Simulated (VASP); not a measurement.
Cu: band structure with r2SCAN

The system is Cu.

```
Cu
1.0
     0.00000    1.80750    1.80750
     1.80750    0.00000    1.80750
     1.80750    1.80750    0.00000
Cu
1
Direct
  0.00000 0.00000 0.00000
```

```json
{"Program": "VASP 6.6.1", "Task": "band structure", "Functional": "r2SCAN", "Potentials or basis": "VASP PAW PBE potentials, release 64 (Cu)", "Cutoff": "520 eV", "k mesh": "13 × 13 × 13", "Occupations": "fermi-dirac, width 0.05 eV", "Spin": "no spin polarisation", "Further INCAR settings": "ALGO = Normal; EDIFF = 1e-06"}
```

```json
{
 "Pressure": "-4.3 GPa",
 "Band gap along the path": "none (metal or under the smearing width)"
}
```

Levels at the corners of the path, in eV from the Fermi level:
| point | band 1 | band 2 | band 3 | band 4 | band 5 | band 6 | band 7 | band 8 | band 9 |
| --- | --- | --- | --- | --- | --- | --- | --- | --- | --- |
| Γ | -9.85 | -3.32 | -3.32 | -3.32 | -2.51 | -2.51 | 23.20 | 26.23 | 26.23 |
| X | -5.24 | -4.77 | -1.96 | -1.77 | -1.77 | 1.40 | 7.25 | 13.58 | 13.58 |
| X | -5.24 | -4.77 | -1.96 | -1.77 | -1.77 | 1.40 | 7.25 | 13.58 | 13.58 |
| W | -4.49 | -3.86 | -3.86 | -2.55 | -1.77 | 6.28 | 6.28 | 8.40 | 9.19 |
| W | -4.49 | -3.86 | -3.86 | -2.55 | -1.77 | 6.28 | 6.28 | 8.40 | 9.19 |
| K | -4.65 | -4.41 | -3.07 | -2.38 | -1.97 | 4.33 | 5.80 | 8.06 | 15.72 |
| K | -4.65 | -4.41 | -3.07 | -2.38 | -1.97 | 4.33 | 5.80 | 8.06 | 15.72 |
| Γ | -9.85 | -3.32 | -3.32 | -3.32 | -2.51 | -2.51 | 23.20 | 26.23 | 26.23 |
| Γ | -9.85 | -3.32 | -3.32 | -3.32 | -2.51 | -2.51 | 23.20 | 26.23 | 26.23 |
| L | -5.42 | -3.37 | -3.37 | -1.92 | -1.92 | -1.23 | 3.78 | 21.71 | 22.96 |
| L | -5.42 | -3.37 | -3.37 | -1.92 | -1.92 | -1.23 | 3.78 | 21.71 | 22.96 |
| U | -4.65 | -4.41 | -3.07 | -2.38 | -1.97 | 4.33 | 5.80 | 8.06 | 15.72 |
| U | -4.65 | -4.41 | -3.07 | -2.38 | -1.97 | 4.33 | 5.80 | 8.06 | 15.72 |
| W | -4.49 | -3.86 | -3.86 | -2.55 | -1.77 | 6.28 | 6.28 | 8.40 | 9.19 |
| W | -4.49 | -3.86 | -3.86 | -2.55 | -1.77 | 6.28 | 6.28 | 8.40 | 9.19 |
| L | -5.42 | -3.37 | -3.37 | -1.92 | -1.92 | -1.23 | 3.78 | 21.71 | 22.96 |
| L | -5.42 | -3.37 | -3.37 | -1.92 | -1.92 | -1.23 | 3.78 | 21.71 | 22.96 |
| K | -4.65 | -4.41 | -3.07 | -2.38 | -1.97 | 4.33 | 5.80 | 8.06 | 15.72 |
| U | -4.65 | -4.41 | -3.07 | -2.38 | -1.97 | 4.33 | 5.80 | 8.06 | 15.72 |
| X | -5.24 | -4.77 | -1.96 | -1.77 | -1.77 | 1.40 | 7.25 | 13.58 | 13.58 |

Wall time 28 s on 1 thread of Intel(R) Xeon(R) 6975P-C (Granite Rapids), on a shared host, peak memory 0.14 GiB.

Caveat: the PAW data sets were made with another functional, which shifts forces and pressure a little.
